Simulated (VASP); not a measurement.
# SiC (Moissanite 3C) (F-43m) in VASP: further runs

The runs below take SiC (Moissanite 3C) through single point, relaxation of cell and atoms, relaxation of the atoms, with LDA.

Program: VASP 6.6.1. These are calculated values, not measurements. Logs are shortened: lines on timing, memory, paths and dates and some standing lists are left out, and cuts for length are marked.

**Experimental background.**

“Insight into the structural, elastic and electronic properties of a new orthorhombic 6O-SiC polytype”, 2020, pmc:7200658 quotes, for a bulk crystal of SiC: band gap 2.4 eV (indirect).

How close the calculation comes is told below.

### 1 The structure

The structure is cubic, space group F-43m (No. 216). The conventional cell has a = 4.358 Å, b = 4.358 Å, c = 4.358 Å, α = 90.00°, β = 90.00°, γ = 90.00°. Around Si (site symmetry -43m) lie 4 C at 1.89 Å. Around C (site symmetry -43m) lie 4 Si at 1.89 Å.

### 2 Single point, LDA

INCAR

```
ALGO     = Normal         # electronic algorithm
EDIFF    = 1E-6           # SCF threshold, eV
ENCUT    = 520            # plane-wave cutoff, eV
ISIF     = 2              # what is computed and relaxed
ISMEAR   = 0              # smearing method
KPAR     = 4            
LASPH    = T              # aspherical terms in the spheres
LCHARG   = F              # write CHGCAR
LREAL    = F              # projectors in reciprocal space
LWAVE    = F              # write WAVECAR
NELM     = 80             # most SCF steps
PREC     = Accurate       # precision mode
SIGMA    = 0.03           # smearing width, eV
```

KPOINTS

```
k-points
0
Gamma
  8 8 8
```

POSCAR

```
SiC
1.0
    0.0000000000      2.1790000000      2.1790000000
    2.1790000000      0.0000000000      2.1790000000
    2.1790000000      2.1790000000      0.0000000000
Si C
1 1
Direct
    0.0000000000      0.0000000000      0.0000000000
    0.2500000000      0.2500000000      0.2500000000
```

Potentials or basis: VASP PAW LDA potentials, release 64 (Si, C).

Started as:

```bash
$ cat potpaw_LDA.64/Si/POTCAR potpaw_LDA.64/C/POTCAR > POTCAR
$ mpirun -np 4 vasp_std > vasp.out
```

OUTCAR:

```text
EDIFF = 1E-6
   ENCUT = 520
   ISIF = 2
   ISMEAR = 0
   LASPH = T
   LREAL = F
   NELM = 80
   PREC = Accurate

 ion  position               nearest neighbor table
   1  0.000  0.000  0.000-   2 1.89   2 1.89   2 1.89   2 1.89
   2  0.250  0.250  0.250-   1 1.89   1 1.89   1 1.89   1 1.89

  LATTYP: Found a face centered cubic cell.
 ALAT       =     4.3580000000

  Lattice vectors:

 A1 = (   0.0000000000,   2.1790000000,   2.1790000000)
 A2 = (   2.1790000000,   0.0000000000,   2.1790000000)
 A3 = (   2.1790000000,   2.1790000000,   0.0000000000)

Analysis of symmetry for initial positions (statically):
=====================================================================
 Subroutine PRICEL returns:
 Original cell was already a primitive cell.

 Routine SETGRP: Setting up the symmetry group for a
 face centered cubic supercell.

 Subroutine GETGRP returns: Found 24 space group operations
 (whereof 24 operations were pure point group operations)
 out of a pool of 48 trial point group operations.

The static configuration has the point symmetry T_d .

Analysis of symmetry for dynamics (positions and initial velocities):
=====================================================================
 Subroutine PRICEL returns:
 Original cell was already a primitive cell.

 Routine SETGRP: Setting up the symmetry group for a
 face centered cubic supercell.

 Subroutine GETGRP returns: Found 24 space group operations
 (whereof 24 operations were pure point group operations)
 out of a pool of 48 trial point group operations.

The dynamic configuration has the point symmetry T_d .

 Subroutine INISYM returns: Found 24 space group operations
 (whereof 24 operations are pure point group operations),
 and found     1 'primitive' translations

----------------------------------------------------------------------------------------

                                     Primitive cell

  volume of cell :      20.6920

  direct lattice vectors                    reciprocal lattice vectors
     0.000000000  2.179000000  2.179000000    -0.229463056  0.229463056  0.229463056
     2.179000000  0.000000000  2.179000000     0.229463056 -0.229463056  0.229463056
     2.179000000  2.179000000  0.000000000     0.229463056  0.229463056 -0.229463056

  length of vectors
     3.081571352  3.081571352  3.081571352     0.397441672  0.397441672  0.397441672

[... 83 lines left out ...]
   NSW    =      0    number of steps for IOM
   IBRION =     -1    ionic relax: 0-MD 1-quasi-New 2-CG
   NFREE  =      0    steps in history (QN), initial steepest desc. (CG)
   ISIF   =      2    stress and relaxation
   ISYM   =      2    0-nonsym 1-usesym 2-fastsym
   POTIM  = 0.5000    time-step for ionic-motion
   TEBEG  =    0.0;   TEEND  =   0.0 temperature during run
   PSTRESS=    0.0 pullay stress
   NELECT =       8.0000    total number of electrons
   NUPDOWN=      -1.0000    fix difference up-down
   EMIN   =  10.00;   EMAX   =-10.00  energy-range for DOS
   EFERMI =   0.00;   METHOD = LEGACY
   ISMEAR =     0;   SIGMA  =   0.03  broadening in eV -4-tet -1-fermi 0-gaus
   EFERMI_NEDOS =   21; number of points for ismear=-14 and -15
   IALGO  =     38    algorithm
   IMIX   =      4    mixing-type and parameters
     AMIX     =   0.40;   BMIX     =  1.00
     AMIX_MAG =   1.60;   BMIX_MAG =  1.00
  volume/ion in A,a.u.               =      10.35        69.82
  Fermi-wavevector in a.u.,A,eV,Ry     =   1.192626  2.253736 19.352338  1.422357
  Thomas-Fermi vector in A             =   2.328660
   LORBIT       =      0    0 simple, 1 ext, 2 COOP (PROOUT), +10 PAW based schemes
   GGA     = CA    functional components
   LHFCALC =     F    Hartree Fock is set to
   AEXX    =    0.0000 exact exchange contribution
   IVDW    =     0    specifies the selected vdW correction
   LEPSILON=     F    determine dielectric tensor
   LRPA    =     F    only Hartree local field effects (RPA)
 non-spin polarized calculation
 Gauss-broadening in eV      SIGMA  =   0.03
  energy-cutoff  :      520.00
  volume of cell :       20.69
 maximum number of plane-waves:       568
   NGX = 11   NGY = 11   NGZ = 11

 number of electron       8.0000001 magnetization

 Free energy of the ion-electron system (eV)
  ---------------------------------------------------
  ext. energy  EPLUGINS =         0.00000000
  ---------------------------------------------------
  free energy    TOTEN  =       -16.63684892 eV

  energy without entropy =      -16.63684892  energy(sigma->0) =      -16.63684892

 E-fermi :   8.1867     XC(G=0): -11.5565

 val. band max:        8.0627909014   @ k =   0.0000   0.0000   0.0000
 cond. band min:       9.3662239357   @ k =   0.5000   0.5000   0.0000
 fundamental gap:      1.3034330342
 Fermi energy:         8.1867078250

 k-point     1 :       0.0000    0.0000    0.0000
  band No.  band energies     occupation
      1      -7.2536      2.00000
      2       8.0628      2.00000
      3       8.0628      2.00000
      4       8.0628      2.00000
      5      14.3541      0.00000
      6      15.2536      0.00000
      7      15.2536      0.00000
      8      15.2536      0.00000
[... 243 lines left out ...]
 k-point    24 :      -0.3750    0.2500    0.1250
  band No.  band energies     occupation
      1      -2.9763      2.00000
      2       0.2188      2.00000
      3       4.3528      2.00000
      4       5.7923      2.00000
      5      13.2211      0.00000
      6      15.2560      0.00000
      7      18.0895      0.00000
      8      18.9227      0.00000

 [... further k-points ...]

------------------------ aborting loop because EDIFF is reached ----------------------------------------

  FORCE on cell =-STRESS in cart. coord.  units (eV):
  Direction    XX          YY          ZZ          XY          YZ          ZX
  --------------------------------------------------------------------------------------
  -------------------------------------------------------------------------------------
  Total       -0.5194030     -0.5194030     -0.5194030     -0.0000000     -0.0000000      0.0000000
  in kB      -40.2173442    -40.2173442    -40.2173442     -0.0000000     -0.0000000      0.0000000
  external PRESSURE =     -40.2173442 kB  Pullay stress =       0.0000000 kB

 VOLUME and BASIS-vectors are now :
 -----------------------------------------------------------------------------
  energy-cutoff  :      520.00
  volume of cell :       20.69
      direct lattice vectors                 reciprocal lattice vectors
     0.000000000  2.179000000  2.179000000    -0.229463056  0.229463056  0.229463056
     2.179000000  0.000000000  2.179000000     0.229463056 -0.229463056  0.229463056
     2.179000000  2.179000000  0.000000000     0.229463056  0.229463056 -0.229463056

 POSITION                                       TOTAL-FORCE (eV/Angst)
 -----------------------------------------------------------------------------------
      0.00000      0.00000      0.00000         0.000000     -0.000000     -0.000000
      1.08950      1.08950      1.08950        -0.000000      0.000000      0.000000
 -----------------------------------------------------------------------------------
    total drift:                                0.000000      0.000000      0.000000

  FREE ENERGIE OF THE ION-ELECTRON SYSTEM (eV)
  ---------------------------------------------------
  free  energy   TOTEN  =       -16.6368489185 eV

  energy  without entropy=      -16.6368489185  energy(sigma->0) =      -16.63684892
```

OSZICAR:

```text
N       E                     dE             d eps       ncg     rms          rms(c)
DAV:   1     0.254891824337E+01    0.25489E+01   -0.41224E+03   472   0.842E+02
DAV:   2    -0.183462331615E+02   -0.20895E+02   -0.19744E+02   696   0.107E+02
DAV:   3    -0.186708335482E+02   -0.32460E+00   -0.32460E+00   504   0.168E+01
DAV:   4    -0.186721858105E+02   -0.13523E-02   -0.13523E-02   752   0.123E+00
DAV:   5    -0.186721860535E+02   -0.24302E-06   -0.24302E-06   536   0.153E-02    0.906E+00
DAV:   6    -0.167313500903E+02    0.19408E+01   -0.84669E+00   512   0.163E+01    0.397E+00
DAV:   7    -0.166574188415E+02    0.73931E-01   -0.32770E-01   704   0.416E+00    0.178E+00
DAV:   8    -0.166370401502E+02    0.20379E-01   -0.24925E-02   504   0.126E+00    0.179E-01
DAV:   9    -0.166368415082E+02    0.19864E-03   -0.94391E-04   712   0.247E-01    0.916E-02
DAV:  10    -0.166368489406E+02   -0.74324E-05   -0.87512E-05   544   0.660E-02    0.260E-02
DAV:  11    -0.166368489185E+02    0.22133E-07   -0.34501E-06   664   0.129E-02
   1 F= -.16636849E+02 E0= -.16636849E+02  d E =-.386023E-11
```

Run time: 1.9 s. Hardware: 4 MPI ranks of AMD EPYC 9R45 (Zen 5), shared host; peak memory 0.09 GiB.

What came out:

| Property | Result |
| --- | --- |
| Free energy | -16.6368 eV |
| Pressure | -4.0 GPa |
| Band gap on the k mesh | 1.30 eV, indirect (least direct gap 4.50 eV) |

Levels at points of the mesh, in eV from the valence-band top:
```csv
k point,band 1,band 2,band 3,band 4,band 5,band 6,band 7,band 8
"(0.00, 0.00, 0.00)",-15.32,0.00,0.00,0.00,6.29,7.19,7.19,7.19
"(0.50, 0.00, 0.00)",-11.70,-8.56,-1.05,-1.05,5.39,7.13,7.13,9.92
"(0.50, 0.50, 0.00)",-10.21,-7.81,-3.19,-3.19,1.30,4.19,13.83,13.83
```

### 3 Relaxation of cell and atoms, LDA

INCAR

```
SYSTEM = SiC
  ALGO = Normal
  EDIFF = 1E-6
  EDIFFG = -0.01
  ENCUT = 600
  IBRION = 2
  ISIF = 3
  ISMEAR = 0
  LASPH = .True.
  LCHARG = .False.
  LREAL = .False.
  LWAVE = .False.
  NELM = 80
  NSW = 90
  PREC = Accurate
  SIGMA = 0.03
```

KPOINTS

```
k-points
0
Gamma
  10 10 10
  0 0 0
```

POSCAR is that of step 2.

Potentials or basis: VASP PAW LDA potentials, release 64 (Si, C).

Started as:

```bash
$ cat potpaw_LDA.64/Si/POTCAR potpaw_LDA.64/C/POTCAR > POTCAR
$ mpirun -np 1 vasp_std > vasp.out
```

It took 20 s on 1 thread of Intel Xeon Platinum 8488C (Sapphire Rapids), shared host; peak memory 0.14 GiB.

Results (log left out):

```yaml
Free_energy: -16.6451 eV
Relaxed_volume: 10.15 Å³/atom
Relaxed_cell: a = 3.062 Å, b = 3.062 Å, c = 3.062 Å, α = 60.00°, β = 60.00°, γ = 60.00°
Space_group_after_relaxing_to_0.05_Å: F-43m (No. 216)
Energy_gained_by_relaxing: 2.6 meV/atom
Ionic_steps: 3
Pressure_after_relaxing: 0.0 GPa
Band_gap_on_the_k_mesh: 1.29 eV, indirect (least direct gap 4.52 eV)
```

The path:
```tsv
step	energy change (eV)	largest force (eV/Å)	pressure (GPa)	volume (Å³)
1	0.0000	0.0000	-4.18	20.69
2	0.0009	0.0000	4.83	19.89
3	-0.0052	0.0000	-0.02	20.30
```

Final structure:
```xyz
2
Lattice="0.0000 2.1653 2.1653 2.1653 0.0000 2.1653 2.1653 2.1653 0.0000" Properties=species:S:1:pos:R:3 pbc="T T T"
Si    0.0000    0.0000    0.0000
C     1.0826    1.0826    1.0826
```

Levels at points of the mesh, in eV from the valence-band top:
```csv
k point,band 1,band 2,band 3,band 4,band 5,band 6,band 7,band 8
"(0.00, 0.00, 0.00)",-15.46,0.00,0.00,0.00,6.52,7.32,7.32,7.32
"(0.50, 0.00, 0.00)",-11.77,-8.66,-1.06,-1.06,5.56,7.21,7.21,10.02
"(0.50, 0.50, 0.00)",-10.27,-7.87,-3.23,-3.23,1.29,4.26,14.05,14.05
```

### 4 Relaxation of cell and atoms, LDA

This run uses another cell than the first one, of 10.15 Å³/atom, 0.981 times its volume.

Changes to INCAR since step 3:

```diff
@@ -2,4 +2,4 @@
   ALGO = Normal
-  EDIFF = 1E-6
-  EDIFFG = -0.01
+  EDIFF = 1E-7
+  EDIFFG = -0.005
   ENCUT = 600
```

KPOINTS is that of step 3.

POSCAR

```
SiC                                     
1.0
    0.0000000000      2.1652753731      2.1652753731
    2.1652753731     -0.0000000000      2.1652753731
    2.1652753731      2.1652753731     -0.0000000000
  Si              C             
     1     1
Direct
     0.0000000000000000    0.0000000000000000    0.0000000000000000
     0.2500000000000000    0.2500000000000000    0.2500000000000000
```

Potentials or basis: VASP PAW LDA potentials, release 64 (Si, C).

Started as:

```bash
$ cat potpaw_LDA.64/Si/POTCAR potpaw_LDA.64/C/POTCAR > POTCAR
$ mpirun -np 1 vasp_std > vasp.out
```

OUTCAR:

```text
SYSTEM = SiC
   EDIFF = 1E-7
   EDIFFG = -0.005
   ENCUT = 600
   IBRION = 2
   ISIF = 3
   ISMEAR = 0
   LASPH = .True.
   LREAL = .False.
   NELM = 80
   NSW = 90
   PREC = Accurate

 ion  position               nearest neighbor table
   1  0.000  0.000  0.000-   2 1.88   2 1.88   2 1.88   2 1.88
   2  0.250  0.250  0.250-   1 1.88   1 1.88   1 1.88   1 1.88

  LATTYP: Found a face centered cubic cell.
 ALAT       =     4.3305507462

  Lattice vectors:

 A1 = (   0.0000000000,   2.1652753731,   2.1652753731)
 A2 = (   2.1652753731,   0.0000000000,   2.1652753731)
 A3 = (   2.1652753731,   2.1652753731,   0.0000000000)

Analysis of symmetry for initial positions (statically):
=====================================================================
 Subroutine PRICEL returns:
 Original cell was already a primitive cell.

 Routine SETGRP: Setting up the symmetry group for a
 face centered cubic supercell.

 Subroutine GETGRP returns: Found 24 space group operations
 (whereof 24 operations were pure point group operations)
 out of a pool of 48 trial point group operations.

The static configuration has the point symmetry T_d .

Analysis of symmetry for dynamics (positions and initial velocities):
=====================================================================
 Subroutine PRICEL returns:
 Original cell was already a primitive cell.

 Routine SETGRP: Setting up the symmetry group for a
 face centered cubic supercell.

 Subroutine GETGRP returns: Found 24 space group operations
 (whereof 24 operations were pure point group operations)
 out of a pool of 48 trial point group operations.

The dynamic configuration has the point symmetry T_d .

 Subroutine INISYM returns: Found 24 space group operations
 (whereof 24 operations are pure point group operations),
 and found     1 'primitive' translations

----------------------------------------------------------------------------------------

                                     Primitive cell

  volume of cell :      20.3034

[... 114 lines left out ...]
   LHFCALC =     F    Hartree Fock is set to
   AEXX    =    0.0000 exact exchange contribution
   IVDW    =     0    specifies the selected vdW correction
   LEPSILON=     F    determine dielectric tensor
   LRPA    =     F    only Hartree local field effects (RPA)
 conjugate gradient relaxation of ions
 non-spin polarized calculation
 Gauss-broadening in eV      SIGMA  =   0.03
  energy-cutoff  :      600.00
  volume of cell :       20.30
 maximum number of plane-waves:       700
   NGX = 13   NGY = 13   NGZ = 13

 number of electron       8.0000000 magnetization

 Free energy of the ion-electron system (eV)
  ---------------------------------------------------
  ext. energy  EPLUGINS =         0.00000000
  ---------------------------------------------------
  free energy    TOTEN  =       -16.64467094 eV

  energy without entropy =      -16.64467094  energy(sigma->0) =      -16.64467094

 E-fermi :   8.4482     XC(G=0): -11.6373

 val. band max:        8.2780077509   @ k =   0.0000   0.0000   0.0000
 cond. band min:       9.5667881093   @ k =   0.5000   0.5000   0.0000
 fundamental gap:      1.2887803584
 Fermi energy:         8.4482316564

 k-point     1 :       0.0000    0.0000    0.0000
  band No.  band energies     occupation
      1      -7.1863      2.00000
      2       8.2780      2.00000
      3       8.2780      2.00000
      4       8.2780      2.00000
      5      14.7933      0.00000
      6      15.6019      0.00000
      7      15.6019      0.00000
      8      15.6019      0.00000
[... 243 lines left out ...]
 k-point    24 :       0.4000    0.3000    0.0000
  band No.  band energies     occupation
      1      -3.9738      2.00000
      2       2.7224      2.00000
      3       5.0746      2.00000
      4       5.6158      2.00000
      5      11.0961      0.00000
      6      13.8590      0.00000
      7      19.9650      0.00000
      8      20.2352      0.00000

 [... further k-points ...]

------------------------ aborting loop because EDIFF is reached ----------------------------------------

  FORCE on cell =-STRESS in cart. coord.  units (eV):
  Direction    XX          YY          ZZ          XY          YZ          ZX
  --------------------------------------------------------------------------------------
  -------------------------------------------------------------------------------------
  Total       -0.0000826     -0.0000826     -0.0000826      0.0000000     -0.0000000      0.0000000
  in kB       -0.0065185     -0.0065185     -0.0065185      0.0000000     -0.0000000      0.0000000
  external PRESSURE =      -0.0065185 kB  Pullay stress =       0.0000000 kB

 VOLUME and BASIS-vectors are now :
 -----------------------------------------------------------------------------
  energy-cutoff  :      600.00
  volume of cell :       20.30
      direct lattice vectors                 reciprocal lattice vectors
     0.000000000  2.165275373  2.165275373    -0.230917511  0.230917511  0.230917511
     2.165275373  0.000000000  2.165275373     0.230917511 -0.230917511  0.230917511
     2.165275373  2.165275373  0.000000000     0.230917511  0.230917511 -0.230917511

 POSITION                                       TOTAL-FORCE (eV/Angst)
 -----------------------------------------------------------------------------------
      0.00000      0.00000      0.00000        -0.000000     -0.000000     -0.000000
      1.08264      1.08264      1.08264         0.000000      0.000000      0.000000
 -----------------------------------------------------------------------------------
    total drift:                                0.000000      0.000000      0.000000

  FREE ENERGIE OF THE ION-ELECTRON SYSTEM (eV)
  ---------------------------------------------------
  free  energy   TOTEN  =       -16.6446709366 eV

  energy  without entropy=      -16.6446709366  energy(sigma->0) =      -16.64467094

 reached required accuracy - stopping structural energy minimisation
```

OSZICAR:

```text
N       E                     dE             d eps       ncg     rms          rms(c)
DAV:   1     0.512985066666E+01    0.51299E+01   -0.44515E+03   792   0.953E+02
DAV:   2    -0.183162312164E+02   -0.23446E+02   -0.22159E+02  1112   0.116E+02
DAV:   3    -0.187348813336E+02   -0.41865E+00   -0.41865E+00   872   0.189E+01
DAV:   4    -0.187364223205E+02   -0.15410E-02   -0.15410E-02  1208   0.127E+00
DAV:   5    -0.187364227507E+02   -0.43018E-06   -0.43018E-06   864   0.187E-02    0.926E+00
DAV:   6    -0.167449130655E+02    0.19915E+01   -0.85181E+00   824   0.165E+01    0.407E+00
DAV:   7    -0.166653035976E+02    0.79609E-01   -0.35458E-01  1112   0.430E+00    0.181E+00
DAV:   8    -0.166448688220E+02    0.20435E-01   -0.25287E-02   864   0.128E+00    0.181E-01
DAV:   9    -0.166446644201E+02    0.20440E-03   -0.94933E-04  1152   0.250E-01    0.909E-02
DAV:  10    -0.166446710771E+02   -0.66570E-05   -0.84911E-05   920   0.664E-02    0.252E-02
DAV:  11    -0.166446711053E+02   -0.28238E-07   -0.34116E-06  1032   0.131E-02    0.123E-02
DAV:  12    -0.166446709373E+02    0.16802E-06   -0.76877E-07   888   0.556E-03    0.500E-04
DAV:  13    -0.166446709366E+02    0.70509E-09   -0.90597E-09   496   0.925E-04
   1 F= -.16644671E+02 E0= -.16644671E+02  d E =-.166447E+02
```

It took 5.6 s on 1 thread of Intel Xeon Platinum 8488C (Sapphire Rapids), shared host; peak memory 0.12 GiB.

What came out:

| Quantity | Value |
| --- | --- |
| Free energy | -16.6447 eV |
| Pressure after relaxing | 0.0 GPa |
| Band gap on the k mesh | 1.29 eV, indirect (least direct gap 4.52 eV) |

Final structure:
```
Si C
1.0
     0.00000    2.16528    2.16528
     2.16528    0.00000    2.16528
     2.16528    2.16528    0.00000
Si C
1 1
Direct
  0.00000 0.00000 0.00000
  0.25000 0.25000 0.25000
```

Caveat: the relaxation stopped at its first step, so nothing moved. A k mesh can miss the band edges.

(Continued in part 2 of 2.)
